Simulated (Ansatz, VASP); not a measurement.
# Al in VASP and in Ansatz

INCAR

```
SYSTEM = Al
PREC     = Accurate       ! precision mode
ENCUT    = 520            ! plane-wave cutoff, eV
EDIFF    = 1E-6           ! SCF threshold, eV
ISMEAR   = 0              ! smearing method
SIGMA    = 0.1            ! smearing width, eV
LREAL    = .FALSE.        ! projectors in reciprocal space
LASPH    = .TRUE.         ! aspherical terms in the spheres
NELM     = 80             ! most SCF steps
ALGO     = Fast           ! electronic algorithm
ISIF     = 2              ! what is computed and relaxed
LWAVE    = .FALSE.        ! write WAVECAR
LCHARG   = .FALSE.        ! write CHGCAR
GGA      = PE             ! functional
NBANDS   = 12             ! bands
```

The input KPOINTS:

```
Automatic mesh
0
G
  9 9 14
  0 0 0
```

Contents of POSCAR:

```
Al
1.0
    4.6804060413      0.0000000000     -0.0334105110
   -2.3402030206      4.0534538026      0.0167052555
   -1.5779489349      0.0000000000      2.4693831664
Al
3
Direct
    0.3333333333      0.6666666667      0.0000000000
    0.0000000000      0.0000000000      0.0000000000
    0.6666666667      0.3333333333      0.0000000000
```

Input for Ansatz:

```yaml
crystal:
  lattice:
    - [4.6804060413, 0.0, -0.033410511]
    - [-2.3402030206, 4.0534538026, 0.0167052555]
    - [-1.5779489349, 0.0, 2.4693831664]
  atoms:
    - { symbol: Al, position: [0.3333333333, 0.6666666667, 0.0] }
    - { symbol: Al, position: [0.0, 0.0, 0.0] }
    - { symbol: Al, position: [0.6666666667, 0.3333333333, 0.0] }
basis:
  ecutwfc: 420
kpoints:
  mp_grid: { grid: [9, 9, 14] }
hamiltonian:
  xc: pbe
scf:
  occupations: { method: gaussian, width: 0.1 }
output:
  forces: true
  stress: true
  eigenvalues: true
```

Change from the starting cell: band edges of the strained film's bulk.

Alike in both runs: task single point; functional PBE; k mesh 9 × 9 × 14; occupations gaussian, width 0.1 eV; no spin polarisation.

|  | VASP | Ansatz |
| --- | --- | --- |
| version | VASP 6.6.1 | Ansatz 0.2.0 |
| potentials or method | VASP PAW PBE potentials, release 64 (Al) | scalar-relativistic, plane waves, PAW |
| plane-wave cutoff (eV) | 520 | 420 |
| valence electrons in the cell | 9 | 9 |

VASP gave:

- gap on the k mesh at the Fermi level (eV): none
- pressure (GPa): 6.8
- largest component of the traceless stress (GPa): 6.87

Which values does Ansatz return?

gap on the k mesh at the Fermi level (eV): none; pressure (GPa): 6.9; largest component of the traceless stress (GPa): 6.88.

A gap of «none» marks a metal or a gap that the smearing closes.
